# Strong bonds and a strong drive to form are different things

A crystal whose electrons just fill its bonding states ought to be hard to break up into its elements. Silicon itself suggests the idea: four valence electrons an atom, every bond full, and a gap above them. Carried over to silicides, the idea says that those with a gap, or at least with few electronic states at the Fermi level, should have the most negative energy over elements. The number of valence electrons an atom should then tell which ones they are.

Binary silicides, each relaxed within the symmetry of its starting structure, computed with Ansatz 0.2.0 (PBEsol, scalar-relativistic, plane-wave PAW, 420 eV cutoff, Gaussian smearing). Energies over elements are at zero smearing, relative to the elements' standard states in the same functional. Valence electrons are counted by group number, d shell included. The PAW datasets were made for PBE, not PBEsol, and the k meshes of MoSi₂ and ZrSi₂ have less symmetry than the crystals.

```csv
formula,space group of the cell as it ended,space group,volume per atom (Å³),shortest distance (Å),pair at the shortest distance,valence electrons an atom,neighbours of the non-metal within 15 % of its shortest distance,spin,k mesh,smearing width,energy over elements (eV/atom)
CoSi2,Fm-3m (225),Fm-3m,12.49,2.300,Co-Si,5.67,4,none,10×10×8,0.1 eV,-0.582
NiSi2,Fm-3m (225),Fm-3m,13.06,2.335,Ni-Si,6.00,4,none,16×16×16,0.15 eV,-0.453
MoSi2,I4/mmm (139),I4/mmm,13.27,2.580,Si-Si,4.67,10,none,12×8×12,0.1 eV,-0.604
ZrSi2,Cmcm (63),Cmcm,16.31,2.411,Si-Si,4.00,6,none,10×10×5,0.1 eV,-0.761
WSi2,I4/mmm (139),I4/mmm,13.36,2.587,Si-Si,4.67,10,none,12×12×6,0.1 eV,-0.448
TiSi2,Cmcm (63),Cmcm,13.91,2.393,Si-Si,4.00,6,none,10×4×10,0.1 eV,-0.674
Zr3Si2,P4/mbm (127),P4/mbm,18.19,2.446,Si-Si,4.00,9,none,6×6×10,0.1 eV,-0.963
TaSi2,P6_222 (180),P6_222,14.30,2.550,Si-Si,4.33,10,none,9×9×6,0.1 eV,-0.582
```

None of the eight crystals has a gap, yet the energy over elements runs from −0.45 to −0.96 eV/atom. A dip short of a gap does no better as a guide. The smearing of the occupations in the same calculations gives an estimate of the density of states near the Fermi level, and it is lowest in MoSi₂ and WSi₂, at about 0.1 states per eV and atom. WSi₂ is nevertheless one of the two most weakly formed crystals, while Zr₃Si₂, with the highest density of states per atom (per metal atom TaSi₂ is higher), has the most negative energy.

One weakness of the idea is that it looks at the compound alone. An energy over elements is a difference between two large bindings, that of the compound and that of the pure metal and pure silicon which it replaces. A compound can be bound very tightly and still gain little, if its metal was bound tightly already. With $B$ for the binding per atom against free atoms,

$$E_\text{form} = B_\text{elements} - B_\text{compound}.$$

Seen this way, the disilicides fall into order once they are sorted by the period of the metal. The energy weakens from left to right in each: Ti, Co, Ni in the fourth period, Zr, Mo in the fifth, Ta, W in the sixth. Two or three metals to a period make a short series, but theory offers a reason for its direction. An early transition metal has too few electrons to fill the bonding part of its d band, and its bonds with silicon p states let it use more of that capacity; it also gives up electrons easily. Towards the middle of the row the metal fills its own bonding states, and silicon has less to add. Cobalt and nickel lie past the middle, and vanadium to iron are missing, so the table doesn't show that the fall is steady across a period. The crystal structure mostly changes along with the metal, so the table by itself doesn't separate the two influences. Each of the three pairs below shares a structure, which leaves mainly the change of metal.

**CoSi₂ and NiSi₂** share the fluorite structure, which makes the step between them easier to read. The two metals are bound about equally well, yet the silicide of nickel is formed less strongly by 0.13 eV/atom. In the usual picture of this structure, not tested here, the Fermi level lies just below the dip between bonding and antibonding states in CoSi₂ and just above it in NiSi₂, so part of nickel's extra electron goes into states that are antibonding between metal and silicon. The geometry agrees: the shortest bond grows by 1.5 % and the volume by 4.6 %, more than the small difference in size between the two metals would suggest.

Magnetism affects the size of this step. The silicides were computed without spin, so a lower magnetic state isn't ruled out, though neither compound is known as a magnet. Cobalt and nickel metal are magnets, and it isn't known whether their reference energies include that. If they don't, a rough correction reduces the step to about 0.08 eV/atom. Its direction stays the same.

**MoSi₂ and WSi₂** also share a structure, and they have equal valence counts and nearly equal volumes. Even so, the tungsten compound is formed less strongly by 0.16 eV/atom. The two runs differ in one technical respect: WSi₂ uses a softer PAW set, as do all the other crystals here except MoSi₂, and what that does to the difference was not tested. Rough measured binding energies of the elements, combined with the energies over elements, put this loss in proportion. From molybdenum to tungsten the elements gain about 0.7 eV/atom in binding, the compound only about 0.5. On this estimate WSi₂ is still the most tightly bound of the seven disilicides against free atoms. The binding of the compound is not computed separately but follows from that of the elements and the energy over elements, so this ledger sets the scale of the difference without explaining it. Part of the gap between the two metals also belongs to the free atoms, which have different configurations, and that part cancels from the energy over elements.

A likely cause, though not one tested here, is the size of the d orbitals, which reach further out in tungsten. A bond between two metal atoms profits twice, since both partners have the larger orbital; a bond between metal and silicon profits once. Both metals have about half-filled d bands, with the bonding states full and the antibonding ones nearly empty, so they get the whole benefit of the stronger coupling. They also have a dip at the Fermi level of their own, and the dip in the silicide is therefore no clear advantage over the elements.

**ZrSi₂ and TiSi₂** show the opposite change down a group. Zirconium too has larger d orbitals than its lighter neighbour, but its silicide is formed more strongly, by 0.09 eV/atom. Here the compound gains slightly more binding than the elements do. A plausible reading is that a group 4 metal, with its bonding states only partly filled, makes less use of the wider orbitals by itself than it does with silicon as a partner. Zirconium also parts with its electrons more readily. The comparison holds for one shared structure, which for TiSi₂ is not the stable form known from experiment.

These pairs explain why the valence count disappoints. Titanium and zirconium have the same count, as do molybdenum and tungsten, but their energies differ. A straight line in the count, fitted to the seven disilicides, misses by typically 0.10 eV/atom when each is predicted from the other six. Guessing the mean of the other six instead would miss by about 0.12 eV/atom, so the count helps only a little. Within a period the count gives the direction but not the size: titanium and cobalt, five groups apart, differ by 0.09 eV/atom, less than the single step from cobalt to nickel. It is also blind to the change from one period to the next.

**Zr₃Si₂** has the most negative energy of all, with the same valence count as ZrSi₂. It is the only crystal here that is richer in metal than in silicon, and composition probably accounts for much of the difference. Mixing pays through contacts between unlike atoms, whose number varies roughly as $x(1-x)$, where $x$ is the fraction of metal atoms. Against this stands a cost for each silicon atom, which gives up the perfect bonds of the diamond structure:

$$E_\text{form} = -A\,x(1-x) + P\,(1-x).$$

For $P$, the cost of making silicon metallic, alloy models use roughly 0.35 eV. The strength $A$ comes from ZrSi₂, where $x = 1/3$:

$$A = \frac{0.761 + 0.35 \times 2/3}{2/9} \approx 4.47\ \text{eV}.$$

Zr₃Si₂, which played no part in setting $A$, has $x = 0.6$:

$$E_\text{form} \approx -4.47 \times 0.24 + 0.35 \times 0.4 \approx -0.93\ \text{eV/atom}.$$

The calculation gives −0.96 eV/atom. Without the cost for silicon the same steps lead to −0.82, so within this model the metal-rich crystal benefits from having fewer silicon atoms to convert. This is a single comparison, and the close match hangs on the form $x(1-x)$, which treats the two atoms as equal in size. Alloy models weight the contacts by atomic surface, and since zirconium is much the larger atom, that is expected to give a clearly weaker energy for Zr₃Si₂. The estimate makes the role of composition plausible but doesn't fix its size. The cost shouldn't be taken literally either: in both crystals the shortest distance is still a silicon–silicon bond, so silicon has kept part of its old bonding.

For anyone who puts zirconium on silicon, the energy per atom is a misleading guide to which silicide will last. What counts is the balance of a reaction with the silicon at hand:

$$\text{Zr}_3\text{Si}_2 + 4\,\text{Si} \rightarrow 3\,\text{ZrSi}_2, \qquad \Delta E = 9(-0.761) - 5(-0.963) \approx -2.03\ \text{eV}.$$

The metal-rich silicide has the lower energy per atom, but next to spare silicon it is strongly driven to turn into ZrSi₂. How fast that happens is a matter of diffusion and nucleation, which these energies leave open.

**TaSi₂** closes the table with the same energy as CoSi₂, −0.58 eV/atom. The two have little else in common. By the rough binding energies, TaSi₂ is more tightly bound against free atoms by about 1.2 eV/atom, and its elements are ahead by the same amount, so the advantage cancels. The tie itself may shift a little if the cobalt reference lacks magnetism, but that is small beside the difference in binding. Equal energies over elements are thus no sign of equal bonding.

Magnesium silicide, from a neighbouring family without d electrons, shows that even a gap guarantees no strong drive to form. Its eight valence electrons per formula fill a closed shell and open a gap, just as the simple rule promises. Yet its measured energy of formation is only roughly −0.2 to −0.3 eV/atom, weaker than the computed values in the table, although a measured value and an uncorrected PBEsol energy are not like for like. For another transition metal, the question is therefore not how tightly the silicide is bound, but what silicon adds to the binding that the metal already has: whether it helps to fill bonding states or pushes electrons into antibonding ones.

The output below lists the bindings, the densities of states and the fitted line.

Output of the analysis:

```
Ledger per atom:
     row  formation energy eV  states per eV at Fermi level  binding of elements eV (rough)  binding of compound eV (rough)
   CoSi2               -0.582                        0.2912                           4.533                           5.115
   NiSi2               -0.453                        0.2984                           4.533                           4.986
   MoSi2               -0.604                        0.1084                           5.333                           5.937
   ZrSi2               -0.761                        0.2164                           5.167                           5.928
    WSi2               -0.448                        0.1245                           6.033                           6.481
   TiSi2               -0.674                        0.2452                             4.7                           5.374
  Zr3Si2               -0.963                        0.7029                            5.62                           6.583
   TaSi2               -0.582                        0.4984                           5.767                           6.349
Correlation of density of states with formation energy, disilicides: -0.009893
fit of ef on 7 rows (nm < 2): constant -1.042 +/- 0.23, coefficient of valence_per_atom 0.09563 +/- 0.047; rms 0.0769, worst WSi2 -0.147, leave-one-out rms 0.102
  rows outside the fit (model, value, miss): Zr3Si2 -0.6592, -0.963, 0.304
Scatter of disilicide energies about their mean (eV/atom): 0.1038
Mo to W, change of formation energy (eV/atom): 0.156
Mo to W, rough gain in binding of elements (eV/atom): 0.7
Mo to W, rough gain in binding of compound (eV/atom): 0.544
Ti to Zr, change of formation energy (eV/atom): -0.087
Ti to Zr, rough gain in binding of elements (eV/atom): 0.4667
Ti to Zr, rough gain in binding of compound (eV/atom): 0.5537
Co to Ni, change of formation energy (eV/atom): 0.129
Co to Ni, same change if references lacked spin and were corrected (eV/atom): 0.08233
Co to Ni, change of volume (%): 4.564
Co to Ni, change of shortest bond (%): 1.522
Zr3Si2 from ZrSi2 by x(1-x) alone (eV/atom): -0.8219
Zr3Si2 with 0.35 eV per Si for metallic silicon (eV/atom): -0.9339
Zr3Si2 + 4 Si to 3 ZrSi2, reaction energy (eV per Zr3Si2): -2.034
```
